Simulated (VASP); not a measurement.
# CsBr (Pm-3m) in VASP: notebook

Runs on CsBr. Level: PBEsol. Tasks: single point, relaxation of cell and atoms.

All numbers are computed with VASP 6.6.1; they aren't measurements. Logs are shortened: lines on timing, memory, paths and dates and some standing lists are left out, and cuts for length are marked.

### Step 1. The crystal as given

It takes space group Pm-3m (No. 221, cubic). Conventional cell: a = 4.240 Å, b = 4.240 Å, c = 4.240 Å, α = 90.00°, β = 90.00°, γ = 90.00°. Cs (site symmetry m-3m) has 8 Br at 3.67 Å as nearest neighbours. Around Br (site symmetry m-3m) lie 8 Cs at 3.67 Å.

### Step 2. Single point, PBEsol

Contents of INCAR:

```
SYSTEM = CsBr
PREC = Accurate
ENCUT = 520
EDIFF = 1E-7
ISMEAR = 0
SIGMA = 0.02
LREAL = .False.
LASPH = .True.
NELM = 80
ALGO = Normal
ISIF = 2
LWAVE = .False.
LCHARG = .False.
GGA = PS
NBANDS = 15
```

Contents of KPOINTS:

```
regular mesh
0
Gamma
  6 6 6
  0 0 0
```

Contents of POSCAR:

```
CsBr
1.0
    4.2402091192      0.0000000000      0.0000000000
    0.0000000000      4.2402091192      0.0000000000
    0.0000000000      0.0000000000      4.2402091192
Cs Br
1 1
Direct
    0.0000000000      0.0000000000      0.0000000000
    0.5000000000      0.5000000000      0.5000000000
```

Potentials or basis: VASP PAW PBE potentials, release 64 (Cs_sv, Br).

The run is started by

```sh
$ cat potpaw_PBE.64/Cs_sv/POTCAR potpaw_PBE.64/Br/POTCAR > POTCAR
$ mpirun -np 1 vasp_std > vasp.out
```

OUTCAR:

```text
SYSTEM = CsBr
   PREC = Accurate
   ENCUT = 520
   EDIFF = 1E-7
   ISMEAR = 0
   LREAL = .False.
   LASPH = .True.
   NELM = 80
   ISIF = 2
   GGA = PS

 ion  position               nearest neighbor table
   1  0.000  0.000  0.000-
   2  0.500  0.500  0.500-

  LATTYP: Found a simple cubic cell.
 ALAT       =     4.2402091192

  Lattice vectors:

 A1 = (   4.2402091192,   0.0000000000,   0.0000000000)
 A2 = (   0.0000000000,   4.2402091192,   0.0000000000)
 A3 = (   0.0000000000,   0.0000000000,   4.2402091192)

Analysis of symmetry for initial positions (statically):
=====================================================================
 Subroutine PRICEL returns:
 Original cell was already a primitive cell.

 Routine SETGRP: Setting up the symmetry group for a
 simple cubic supercell.

 Subroutine GETGRP returns: Found 48 space group operations
 (whereof 48 operations were pure point group operations)
 out of a pool of 48 trial point group operations.

The static configuration has the point symmetry O_h .

Analysis of symmetry for dynamics (positions and initial velocities):
=====================================================================
 Subroutine PRICEL returns:
 Original cell was already a primitive cell.

 Routine SETGRP: Setting up the symmetry group for a
 simple cubic supercell.

 Subroutine GETGRP returns: Found 48 space group operations
 (whereof 48 operations were pure point group operations)
 out of a pool of 48 trial point group operations.

The dynamic configuration has the point symmetry O_h .

 Subroutine INISYM returns: Found 48 space group operations
 (whereof 48 operations are pure point group operations),
 and found     1 'primitive' translations

----------------------------------------------------------------------------------------

                                     Primitive cell

  volume of cell :      76.2363

  direct lattice vectors                    reciprocal lattice vectors
     4.240209119  0.000000000  0.000000000     0.235837425  0.000000000  0.000000000
     0.000000000  4.240209119  0.000000000     0.000000000  0.235837425  0.000000000
     0.000000000  0.000000000  4.240209119     0.000000000  0.000000000  0.235837425

  length of vectors
     4.240209119  4.240209119  4.240209119     0.235837425  0.235837425  0.235837425

  position of ions in fractional coordinates (direct lattice)
     0.000000000  0.000000000  0.000000000
[... 83 lines left out ...]
   PSTRESS=    0.0 pullay stress
   NELECT =      16.0000    total number of electrons
   NUPDOWN=      -1.0000    fix difference up-down
   EMIN   =  10.00;   EMAX   =-10.00  energy-range for DOS
   EFERMI =   0.00;   METHOD = LEGACY
   ISMEAR =     0;   SIGMA  =   0.02  broadening in eV -4-tet -1-fermi 0-gaus
   EFERMI_NEDOS =   21; number of points for ismear=-14 and -15
   IALGO  =     38    algorithm
   IMIX   =      4    mixing-type and parameters
     AMIX     =   0.40;   BMIX     =  1.00
     AMIX_MAG =   1.60;   BMIX_MAG =  1.00
  volume/ion in A,a.u.               =      38.12       257.23
  Fermi-wavevector in a.u.,A,eV,Ry     =   0.972884  1.838483 12.877948  0.946503
  Thomas-Fermi vector in A             =   2.103218
   LORBIT       =      0    0 simple, 1 ext, 2 COOP (PROOUT), +10 PAW based schemes
   GGA     = PS    functional components
   LHFCALC =     F    Hartree Fock is set to
   AEXX    =    0.0000 exact exchange contribution
   IVDW    =     0    specifies the selected vdW correction
   LEPSILON=     F    determine dielectric tensor
   LRPA    =     F    only Hartree local field effects (RPA)
 non-spin polarized calculation
 Gauss-broadening in eV      SIGMA  =   0.02
  energy-cutoff  :      520.00
  volume of cell :       76.24
 maximum number of plane-waves:      2103
 NGX is ok and might be reduce to    32
   NGX = 15   NGY = 15   NGZ = 15

 number of electron      15.9999996 magnetization

 Free energy of the ion-electron system (eV)
  ---------------------------------------------------
  ext. energy  EPLUGINS =         0.00000000
  ---------------------------------------------------
  free energy    TOTEN  =        -6.34716455 eV

  energy without entropy =       -6.34716455  energy(sigma->0) =       -6.34716455

 E-fermi :  -0.1567     XC(G=0):  -8.4253

 val. band max:       -0.2397493609   @ k =   0.0000   0.0000   0.0000
 cond. band min:       4.2024392072   @ k =   0.0000   0.0000   0.0000
 fundamental gap:      4.4421885681
 Fermi energy:        -0.1566964906

 k-point     1 :       0.0000    0.0000    0.0000
  band No.  band energies     occupation
      1     -19.9583      2.00000
      2     -12.6734      2.00000
      3      -6.5195      2.00000
      4      -6.5195      2.00000
      5      -6.5195      2.00000
      6      -0.2397      2.00000
      7      -0.2397      2.00000
      8      -0.2397      2.00000
      9       4.2024      0.00000
     10       4.5111      0.00000
     11       4.5111      0.00000
     12       8.9571      0.00000
     13       8.9571      0.00000
     14       8.9571      0.00000
[... 329 lines left out ...]
      2     -12.4757      2.00000
      3      -6.9673      2.00000
      4      -6.9673      2.00000
      5      -6.9673      2.00000
      6      -1.5426      2.00000
      7      -1.5426      2.00000
      8      -1.5426      2.00000
      9       8.1719      0.00000
     10       8.1719      0.00000
     11       8.1719      0.00000
     12       8.9517      0.00000
     13       8.9517      0.00000
     14       8.9517      0.00000
     15      11.3751      0.00000

------------------------ aborting loop because EDIFF is reached ----------------------------------------

  FORCE on cell =-STRESS in cart. coord.  units (eV):
  Direction    XX          YY          ZZ          XY          YZ          ZX
  --------------------------------------------------------------------------------------
  -------------------------------------------------------------------------------------
  Total        0.0394543      0.0394543      0.0394543      0.0000000      0.0000000      0.0000000
  in kB        0.8291683      0.8291683      0.8291683      0.0000000      0.0000000      0.0000000
  external PRESSURE =       0.8291683 kB  Pullay stress =       0.0000000 kB

 VOLUME and BASIS-vectors are now :
 -----------------------------------------------------------------------------
  energy-cutoff  :      520.00
  volume of cell :       76.24
      direct lattice vectors                 reciprocal lattice vectors
     4.240209119  0.000000000  0.000000000     0.235837425  0.000000000  0.000000000
     0.000000000  4.240209119  0.000000000     0.000000000  0.235837425  0.000000000
     0.000000000  0.000000000  4.240209119     0.000000000  0.000000000  0.235837425

 POSITION                                       TOTAL-FORCE (eV/Angst)
 -----------------------------------------------------------------------------------
      0.00000      0.00000      0.00000         0.000000      0.000000      0.000000
      2.12010      2.12010      2.12010         0.000000      0.000000      0.000000
 -----------------------------------------------------------------------------------
    total drift:                                0.000000      0.000000     -0.000000

  FREE ENERGIE OF THE ION-ELECTRON SYSTEM (eV)
  ---------------------------------------------------
  free  energy   TOTEN  =        -6.3471645479 eV

  energy  without entropy=       -6.3471645479  energy(sigma->0) =       -6.34716455
```

OSZICAR:

```text
N       E                     dE             d eps       ncg     rms          rms(c)
DAV:   1     0.862831543259E+02    0.86283E+02   -0.66306E+03   600   0.914E+02
DAV:   2    -0.948443355857E-01   -0.86378E+02   -0.80049E+02   889   0.150E+02
DAV:   3    -0.653541124540E+01   -0.64406E+01   -0.64210E+01   775   0.461E+01
DAV:   4    -0.658634711224E+01   -0.50936E-01   -0.50931E-01   705   0.483E+00
DAV:   5    -0.658661714514E+01   -0.27003E-03   -0.27003E-03   775   0.364E-01    0.170E+00
DAV:   6    -0.638073020817E+01    0.20589E+00   -0.18101E-01   733   0.236E+00    0.923E-01
DAV:   7    -0.634624580926E+01    0.34484E-01   -0.10300E-01   726   0.168E+00    0.527E-01
DAV:   8    -0.634732443371E+01   -0.10786E-02   -0.11356E-02   684   0.606E-01    0.978E-02
DAV:   9    -0.634712378741E+01    0.20065E-03   -0.12256E-03   747   0.191E-01    0.534E-02
DAV:  10    -0.634716220956E+01   -0.38422E-04   -0.14235E-04   712   0.764E-02    0.141E-02
DAV:  11    -0.634716577480E+01   -0.35652E-05   -0.27100E-05   726   0.291E-02    0.795E-03
DAV:  12    -0.634716446265E+01    0.13121E-05   -0.42475E-06   726   0.121E-02    0.195E-03
DAV:  13    -0.634716454787E+01   -0.85217E-07   -0.42832E-07   663   0.360E-03
   1 F= -.63471645E+01 E0= -.63471645E+01  d E =-.508479E-11
```

It took 11 s on 1 thread of AMD EPYC 9R45 (Zen 5), shared host; peak memory 0.15 GiB.

Results:

```
Free energy            : -6.3472 eV
Pressure               : 0.1 GPa
Band gap on the k mesh : 4.44 eV, direct
```

Caveat: the PAW data sets were made with another functional, which shifts forces and pressure a little; spin-orbit coupling is left out, which moves the levels of the heavy elements. A k mesh can miss the band edges.

### Step 3. Relaxation of cell and atoms, PBEsol

This run uses another cell than the first one, of 39.37 Å³/atom, 1.033 times its volume.

Contents of INCAR:

```
  PREC = Accurate
  ENCUT = 600
  EDIFF = 1E-6
  ISMEAR = 0
  SIGMA = 0.02
  LREAL = F
  LASPH = T
  NELM = 100
  ALGO = Normal
  ISIF = 3
  LWAVE = F
  LCHARG = F
  GGA = PS
  IBRION = 2
  NSW = 100
  EDIFFG = -0.005
```

Contents of KPOINTS:

```
Automatic mesh
0
Gamma
  6 6 6
```

Contents of POSCAR:

```
CsBr
1.0
    4.2860000000      0.0000000000      0.0000000000
    0.0000000000      4.2860000000      0.0000000000
    0.0000000000      0.0000000000      4.2860000000
Cs Br
1 1
Direct
    0.0000000000      0.0000000000      0.0000000000
    0.5000000000      0.5000000000      0.5000000000
```

Potentials or basis: VASP PAW PBE potentials, release 64 (Cs_sv, Br).

The run is started by

```sh
$ cat potpaw_PBE.64/Cs_sv/POTCAR potpaw_PBE.64/Br/POTCAR > POTCAR
$ mpirun -np 1 vasp_std > vasp.out
```

It took 25 s on 1 thread of AMD EPYC 9R45 (Zen 5), shared host; peak memory 0.19 GiB.

It converged, with:

```
Free energy                            : -6.3476 eV
Relaxed volume                         : 38.37 Å³/atom
Relaxed cell                           : a = 4.250 Å, b = 4.250 Å, c = 4.250 Å, α = 90.00°, β = 90.00°, γ = 90.00°
Space group after relaxing (to 0.05 Å) : Pm-3m (No. 221)
Energy gained by relaxing              : 1.3 meV/atom
Ionic steps                            : 3
Pressure after relaxing                : 0.0 GPa
Band gap on the k mesh                 : 4.42 eV, direct
```

The path:
```csv
step,energy change (eV),largest force (eV/Å),pressure (GPa),volume (Å³)
1,0.0000,0.0000,-0.39,78.73
2,-0.0020,0.0000,-0.19,77.64
3,-0.0026,0.0000,-0.01,76.75
```

Final structure:
```cif
data_structure
_symmetry_space_group_name_H-M 'P 1'
_symmetry_Int_Tables_number 1
_cell_length_a 4.2496
_cell_length_b 4.2496
_cell_length_c 4.2496
_cell_angle_alpha 90.000
_cell_angle_beta 90.000
_cell_angle_gamma 90.000
_cell_volume 76.75
loop_
_atom_site_label
_atom_site_type_symbol
_atom_site_fract_x
_atom_site_fract_y
_atom_site_fract_z
_atom_site_occupancy
Cs1 Cs 0.00000 0.00000 0.00000 1
Br1 Br 0.50000 0.50000 0.50000 1
```

Levels at points of the mesh, in eV from the valence-band top:
```csv
k point,band 4,band 5,band 6,band 7,band 8,band 9,band 10,band 11,band 12
"(0.00, 0.00, 0.00)",-6.29,-6.29,0.00,0.00,0.00,4.42,4.76,4.76,9.18
"(0.50, 0.00, 0.00)",-6.17,-6.17,-1.43,-0.24,-0.24,5.83,7.33,7.74,8.17
"(0.50, 0.50, 0.00)",-6.94,-6.09,-0.60,-0.60,-0.01,5.15,5.39,7.18,7.18
"(0.50, 0.50, 0.50)",-6.73,-6.73,-1.28,-1.28,-1.28,8.38,8.38,8.38,9.16
```

Caveat: the PAW data sets were made with another functional, which shifts forces and pressure a little; spin-orbit coupling is left out, which moves the levels of the heavy elements.
